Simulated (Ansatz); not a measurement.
Ti under changes of volume

One of the cells (17.020 Å³/atom); the others are scaled copies at fixed shape and fractional positions:

```
CELL_PARAMETERS angstrom
4.56737 0.00000 0.00000
-2.28369 3.95546 0.00000
0.00000 0.00000 2.82624
ATOMIC_POSITIONS crystal
Ti 0.66667 0.33333 0.50000
Ti 0.33333 0.66667 0.50000
Ti 0.00000 0.00000 0.00000
```

This isn't the form of Ti at room conditions, which is hcp.

- Program: Ansatz 0.2.0
- Functional: LDA
- Potentials or basis: Ansatz PAW
- Cutoff: 420 eV (not typed: the program's choice for these potentials)
- k mesh: 7 × 7 × 9
- Occupations: fermi-dirac, width 0.05 eV
- Spin: no spin polarisation

| volume (Å³/atom) | energy over the lowest point (meV/atom) | pressure (GPa) |
| --- | --- | --- |
| 15.999 | 0.00 | -1.2 |
| 16.339 | 5.23 | -3.7 |
| 16.679 | 15.56 | -6.0 |
| 17.020 | 30.52 | -8.0 |
| 17.360 | 49.66 | -9.9 |
| 17.701 | 72.60 | -11.6 |
| 18.041 | ? | ? |

Question: What does the run at 18.041 Å³/atom give?

Answer: Energy over the lowest point 98.96 meV/atom; pressure -13.1 GPa.

Worked out: A Birch-Murnaghan fit of order 3 (a polynomial in V^(-2/3)) to the other rows has its minimum at 15.85 Å³/atom, just outside them, with B0 = V·E''(V) = 129 GPa and B' = 3.7 at fixed shape and positions, which overstates the stiffness. It gives 98.91 meV/atom at 18.041 Å³/atom, against the run's 98.96, and -dE/dV = -13.1 GPa, against -13.1.

Energies are extrapolated to zero smearing.

Caveats: the PAW data sets come from PBE, with cores solved anew for the run's functional, which leaves a small shift of forces and pressure.
